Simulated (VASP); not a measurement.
# ZrSe2 (P-3m1) in VASP: further runs

Runs on ZrSe2. Level: PBE0. Tasks: single point.

Everything below comes from runs of VASP 6.6.1. Logs are shortened: lines on timing, memory, paths and dates and some standing lists are left out, and cuts for length are marked.

### 1 Starting point

Symmetry: P-3m1, No. 164, trigonal system. The conventional cell has a = 3.798 Å, b = 3.798 Å, c = 6.192 Å, α = 90.00°, β = 90.00°, γ = 120.00°. Zr (site symmetry -3m) has 6 Se at 2.68 Å as nearest neighbours. Se (site symmetry 3m) is surrounded by 3 Zr at 2.68 Å.

### 2 Single point, PBE0

POSCAR reads:

```
ZrSe2
1.0
    3.7980000000      0.0000000000      0.0000000000
   -1.8990000000      3.2891644836      0.0000000000
    0.0000000000      0.0000000000      6.1920000000
Zr Se
1 2
Direct
    0.0000000000      0.0000000000      0.0000000000
    0.6666666667      0.3333333333      0.7500000000
    0.3333333333      0.6666666667      0.2500000000
```

INCAR.step1 reads:

```
PREC = Accurate
ENCUT = 280
EDIFF = 1E-5
ISMEAR = 0
SIGMA = 0.01
LREAL = F
LASPH = T
NELM = 100
ALGO = Normal
ISIF = 2
LWAVE = T
LCHARG = F
NKRED = 1
NBANDS = 20
GGA = PE
```

INCAR.step2 reads:

```
PREC = Accurate
ENCUT = 280
EDIFF = 1E-6
ISMEAR = 0
SIGMA = 0.01
LREAL = F
LASPH = T
NELM = 100
ALGO = Normal
ISIF = 2
LWAVE = F
LCHARG = F
GGA = PE
LHFCALC = T
AEXX = 0.25
PRECFOCK = Fast
NKRED = 1
NBANDS = 20
ISTART = 1
```

KPOINTS reads:

```
Automatic mesh
0
Gamma
  5 5 3
```

Potentials or basis: VASP PAW PBE potentials, release 64 (Zr_sv, Se).

Launch:

```bash
> cat potpaw_PBE.64/Zr_sv/POTCAR potpaw_PBE.64/Se/POTCAR > POTCAR
> cp INCAR.step1 INCAR
> mpirun -np 1 vasp_std > vasp.out
> cp INCAR.step2 INCAR
> mpirun -np 1 vasp_std > vasp.out
```

OUTCAR:

```text
PREC = Accurate
   ENCUT = 280
   EDIFF = 1E-6
   ISMEAR = 0
   LREAL = F
   LASPH = T
   NELM = 100
   ISIF = 2
   GGA = PE
   LHFCALC = T
   AEXX = 0.25
   PRECFOCK = Fast
   NKRED = 1
   ISTART = 1

 Found     12 irreducible k-points:

 Following reciprocal coordinates:
            Coordinates               Weight
  0.000000  0.000000  0.000000      1.000000
  0.200000 -0.000000  0.000000      6.000000
  0.400000 -0.000000  0.000000      6.000000
  0.200000  0.200000  0.000000      6.000000
  0.400000  0.200000  0.000000      6.000000
  0.000000  0.000000  0.333333      2.000000
   k-points           NKPTS =     12   k-points in BZ     NKDIM =     75   number of bands    NBANDS=     20
   number of dos      NEDOS =    301   number of ions     NIONS =      3
   total plane-waves  NPLWV =  20736
   dimension x,y,z NGX =    24 NGY =   24 NGZ =   36
   dimension x,y,z NGXF=    48 NGYF=   48 NGZF=   72
   ions per type =               1   2
   NGX,Y,Z   is equivalent  to a cutoff of  10.51, 10.51,  9.67 a.u.
   NGXF,Y,Z  is equivalent  to a cutoff of  21.01, 21.01, 19.33 a.u.
 SYSTEM =  unknown system
   PREC   = accura    normal or accurate (medium, high low for compatibility)
   ISTART =      1    job   : 0-new  1-cont  2-samecut
   ICHARG =      0    charge: 1-file 2-atom 10-const
   ISPIN  =      1    spin polarized calculation?
   LNONCOLLINEAR =      F non collinear calculations
   LSORBIT =      F    spin-orbit coupling
   LASPH  =      T    aspherical Exc in radial PAW
   ENCUT  =  280.0 eV  20.58 Ry    4.54 a.u.   5.18  5.18  8.45*2*pi/ulx,y,z
   NELM   =    100;   NELMIN=  2; NELMDL=  0     # of ELM steps
   EDIFF  = 0.1E-05   stopping-criterion for ELM
   LREAL  =      F    real-space projection
   EDIFFG = 0.1E-04   stopping-criterion for IOM
   NSW    =      0    number of steps for IOM
   IBRION =     -1    ionic relax: 0-MD 1-quasi-New 2-CG
   NFREE  =      0    steps in history (QN), initial steepest desc. (CG)
   ISIF   =      2    stress and relaxation
   ISYM   =      3    0-nonsym 1-usesym 2-fastsym
   POTIM  = 0.5000    time-step for ionic-motion
   TEBEG  =    0.0;   TEEND  =   0.0 temperature during run
   PSTRESS=    0.0 pullay stress
   NELECT =      24.0000    total number of electrons
   NUPDOWN=      -1.0000    fix difference up-down
   EMIN   =  10.00;   EMAX   =-10.00  energy-range for DOS
   EFERMI =   0.00;   METHOD = LEGACY
   ISMEAR =     0;   SIGMA  =   0.01  broadening in eV -4-tet -1-fermi 0-gaus
   EFERMI_NEDOS =   21; number of points for ismear=-14 and -15
   IALGO  =     38    algorithm
   IMIX   =      1    mixing-type and parameters
     AMIX     =   0.40;   BMIX     =  1.00
     AMIX_MAG =   1.60;   BMIX_MAG =  1.00
  volume/ion in A,a.u.               =      25.78       174.00
  Fermi-wavevector in a.u.,A,eV,Ry     =   1.108293  2.094371 16.712230  1.228314
  Thomas-Fermi vector in A             =   2.244819
   LORBIT       =      0    0 simple, 1 ext, 2 COOP (PROOUT), +10 PAW based schemes
   GGA     = PE    functional components
   LHFCALC =     T    Hartree Fock is set to
   PRECFOCK=fast      Normal, Fast or Accurate (Low or Medium for compatibility)
   ENCUT4O =  -1.0   cutoff for four orbital integrals eV
   NKREDX  =     1    reduce k-point grid by
   NKREDY  =     1    reduce k-point grid by
   NKREDZ  =     1    reduce k-point grid by
   AEXX    =    0.2500 exact exchange contribution
   HFSCREEN=    0.0000 screening length (either q_TF or 0.3 A-1)
   HFSCREENC=   0.0000 screening length for correlation (either q_TF or 0.3 A-1)
   ENCUTFOCK=  -1.0 apply spherical cutoff to Coloumb kernel
   IVDW    =     0    specifies the selected vdW correction
   LEPSILON=     F    determine dielectric tensor
   LRPA    =     F    only Hartree local field effects (RPA)
 non-spin polarized calculation
 Gauss-broadening in eV      SIGMA  =   0.01
  energy-cutoff  :      280.00
  volume of cell :       77.35
 maximum number of plane-waves:       835
 NGX is ok and might be reduce to    24
  NGX = 12; NGY = 12; NGZ = 20

 number of electron      24.0000004 magnetization

 Free energy of the ion-electron system (eV)
  ---------------------------------------------------
  ext. energy  EPLUGINS =         0.00000000
  ---------------------------------------------------
  free energy    TOTEN  =       -25.39353067 eV

  energy without entropy =      -25.39353067  energy(sigma->0) =      -25.39353067

 E-fermi :   3.6534     XC(G=0):  -7.4717

 val. band max:        3.4528598080   @ k =   0.0000   0.0000   0.0000
 cond. band min:       5.2775601097   @ k =   0.0000   0.4000   0.3333
 fundamental gap:      1.8247003017
 Fermi energy:         3.6534352421

 k-point     1 :       0.0000    0.0000    0.0000
  band No.  band energies     occupation
      1     -49.6771      2.00000
      2     -26.3396      2.00000
      3     -26.1995      2.00000
      4     -26.1992      2.00000
      5     -11.1396      2.00000
      6      -9.7030      2.00000
[... 12 lines left out ...]
     19       9.9812      0.00000
     20      14.0716      0.00000

 k-point     2 :       0.2000   -0.0000    0.0000
  band No.  band energies     occupation
      1     -49.6720      2.00000
      2     -26.3230      2.00000
      3     -26.2768      2.00000
      4     -26.2163      2.00000
      5     -10.7560      2.00000
      6      -9.7457      2.00000
[... 12 lines left out ...]
     19      12.1978      0.00000
     20      13.8386      0.00000

 k-point     3 :       0.4000   -0.0000    0.0000
  band No.  band energies     occupation
      1     -49.6643      2.00000
      2     -26.4007      2.00000
      3     -26.2947      2.00000
      4     -26.2434      2.00000
      5     -10.0950      2.00000
      6      -9.7553      2.00000
[... 12 lines left out ...]
     19      12.2047      0.00000
     20      13.5277      0.00000

 k-point     4 :       0.2000    0.2000    0.0000
  band No.  band energies     occupation
      1     -49.6656      2.00000
      2     -26.3568      2.00000
      3     -26.3013      2.00000
      4     -26.2584      2.00000
      5     -10.1951      2.00000
      6      -9.7939      2.00000
[... 12 lines left out ...]
     19      13.4878      0.00000
     20      13.6628      0.00000

 k-point     5 :       0.4000    0.2000    0.0000
  band No.  band energies     occupation
      1     -49.6619      2.00000
      2     -26.3938      2.00000
      3     -26.2969      2.00000
      4     -26.2870      2.00000
      5      -9.8822      2.00000
      6      -9.7347      2.00000
[... 12 lines left out ...]
     19      12.8371      0.00000
     20      14.0323      0.00000

 k-point     6 :       0.0000    0.0000    0.3333
  band No.  band energies     occupation
      1     -49.6769      2.00000
      2     -26.3396      2.00000
      3     -26.1994      2.00000
      4     -26.1991      2.00000
      5     -10.9455      2.00000
      6      -9.9956      2.00000
[... 12 lines left out ...]
     19      11.2795      0.00000
     20      14.2237      0.00000

 [... further k-points ...]

------------------------ aborting loop because EDIFF is reached ----------------------------------------

  FORCE on cell =-STRESS in cart. coord.  units (eV):
  Direction    XX          YY          ZZ          XY          YZ          ZX
  --------------------------------------------------------------------------------------
  -------------------------------------------------------------------------------------
  Total        0.1766345      0.1766345      0.6514804     -0.0000000      0.0000000      0.0000000
  in kB        3.6585965      3.6585965     13.4939910     -0.0000000      0.0000000      0.0000000
  external PRESSURE =       6.9370614 kB  Pullay stress =       0.0000000 kB

 VOLUME and BASIS-vectors are now :
 -----------------------------------------------------------------------------
  energy-cutoff  :      280.00
  volume of cell :       77.35
      direct lattice vectors                 reciprocal lattice vectors
     3.798000000  0.000000000  0.000000000     0.263296472  0.152014289  0.000000000
    -1.899000000  3.289164484  0.000000000     0.000000000  0.304028578  0.000000000
     0.000000000  0.000000000  6.192000000     0.000000000  0.000000000  0.161498708

 POSITION                                       TOTAL-FORCE (eV/Angst)
 -----------------------------------------------------------------------------------
      0.00000      0.00000      0.00000         0.000000      0.000000     -0.000000
      1.89900      1.09639      4.64400        -0.000000      0.000000     -0.046112
     -0.00000      2.19278      1.54800         0.000000     -0.000000      0.046112
 -----------------------------------------------------------------------------------
    total drift:                               -0.000000      0.000000     -0.000000

  FREE ENERGIE OF THE ION-ELECTRON SYSTEM (eV)
  ---------------------------------------------------
  free  energy   TOTEN  =       -25.3935306674 eV

  energy  without entropy=      -25.3935306674  energy(sigma->0) =      -25.39353067
```

It took 3.4 min on 1 thread of Intel Xeon Platinum 8559C (Emerald Rapids), shared host; peak memory 0.15 GiB.

The run converged, but some of its settings lie outside the range that counts as converged, so its numbers aren't taken as properties of the crystal.

Results:

```
Free energy            : -25.3935 eV
Pressure               : 0.7 GPa
Largest force          : 0.046 eV/Å
Band gap on the k mesh : 1.82 eV, indirect (least direct gap 2.49 eV)
```

Caveat: the cutoff is under 1.25 times the usual one of these potentials, so pressure, stress and relaxed cells hold a basis-set (Pulay) error; the PAW data sets were made with another functional, which shifts forces and pressure a little; an odd mesh through Γ misses points on the zone boundary, where band edges often lie; this functional lacks dispersion, which binds the layers, so the pressure and a relaxed spacing across them are unreliable.

### 3 Single point, PBE0

POSCAR is that of step 2.

INCAR.step1 reads:

```
PREC = Accurate
ENCUT = 400
EDIFF = 1E-5
ISMEAR = 0
SIGMA = 0.01
LREAL = F
LASPH = T
NELM = 100
ALGO = Normal
ISIF = 2
LWAVE = T
LCHARG = F
NKRED = 2
NBANDS = 20
GGA = PE
```

Changes to INCAR.step2 since step 2:

```diff
@@ -1,3 +1,3 @@
 PREC = Accurate
-ENCUT = 280
+ENCUT = 400
 EDIFF = 1E-6
@@ -16,3 +16,3 @@
 PRECFOCK = Fast
-NKRED = 1
+NKRED = 2
 NBANDS = 20
```

KPOINTS reads:

```
Automatic mesh
0
Gamma
  4 4 2
```

Potentials or basis: VASP PAW PBE potentials, release 64 (Zr_sv, Se).

Launch:

```bash
> cat potpaw_PBE.64/Zr_sv/POTCAR potpaw_PBE.64/Se/POTCAR > POTCAR
> cp INCAR.step1 INCAR
> mpirun -np 1 vasp_std > vasp.out
> cp INCAR.step2 INCAR
> mpirun -np 1 vasp_std > vasp.out
```

It took 24 s on 1 thread of Intel Xeon Platinum 8559C (Emerald Rapids), shared host; peak memory 0.17 GiB.

These settings aren't checked as converged: the numbers below hold their error.

Results:

* Free energy: -25.9943 eV
* Pressure: -0.2 GPa
* Largest force: 0.104 eV/Å
* Band gap on the k mesh: 2.18 eV, indirect (least direct gap 2.95 eV)

Caveat: the k mesh is coarse (spacing up to 0.51 Å⁻¹), so the values aren't converged, least of all with exact exchange; the PAW data sets were made with another functional, which shifts forces and pressure a little; this functional lacks dispersion, which binds the layers, so the pressure and a relaxed spacing across them are unreliable.

### 4 Single point, PBE0

POSCAR is that of step 3.

INCAR.step1 reads:

```
PREC = Accurate
ENCUT = 520
EDIFF = 1E-5
ISMEAR = 0
SIGMA = 0.01
LREAL = F
LASPH = T
NELM = 100
ALGO = Normal
ISIF = 2
LWAVE = T
LCHARG = F
NKRED = 1
NBANDS = 20
GGA = PE
```

Changes to INCAR.step2 since step 3:

```diff
@@ -1,3 +1,3 @@
 PREC = Accurate
-ENCUT = 400
+ENCUT = 520
 EDIFF = 1E-6
@@ -16,3 +16,3 @@
 PRECFOCK = Fast
-NKRED = 2
+NKRED = 1
 NBANDS = 20
```

KPOINTS is that of step 3.

Launch:

```bash
> cat potpaw_PBE.64/Zr_sv/POTCAR potpaw_PBE.64/Se/POTCAR > POTCAR
> cp INCAR.step1 INCAR
> mpirun -np 1 vasp_std > vasp.out
> cp INCAR.step2 INCAR
> mpirun -np 1 vasp_std > vasp.out
```

Wall time 2.1 min (1 thread of Intel Xeon Platinum 8559C (Emerald Rapids), shared host); peak memory 0.19 GiB.

The run converged, but some of its settings lie outside the range that counts as converged, so its numbers aren't taken as properties of the crystal.

What came out:

```
Free energy            : -25.3843 eV
Pressure               : 0.9 GPa
Largest force          : 0.027 eV/Å
Band gap on the k mesh : 1.75 eV, indirect (least direct gap 2.51 eV)
```

Caveat: the k mesh is coarse (spacing up to 0.51 Å⁻¹), so the values aren't converged, least of all with exact exchange; the PAW data sets were made with another functional, which shifts forces and pressure a little; this functional lacks dispersion, which binds the layers, so the pressure and a relaxed spacing across them are unreliable.

### 5 The reference run

An earlier run on the cell as given: functional PBE; potentials or basis VASP PAW PBE potentials, release 64 (Zr_sv, Se); cutoff 520 eV; k mesh 8 × 8 × 5; occupations fermi-dirac, width 0.05 eV; no spin polarisation.

* Pressure: 2.0 GPa
* Largest force: 0.301 eV/Å
* Band gap on the k mesh: 0.41 eV, indirect (least direct gap 1.05 eV)
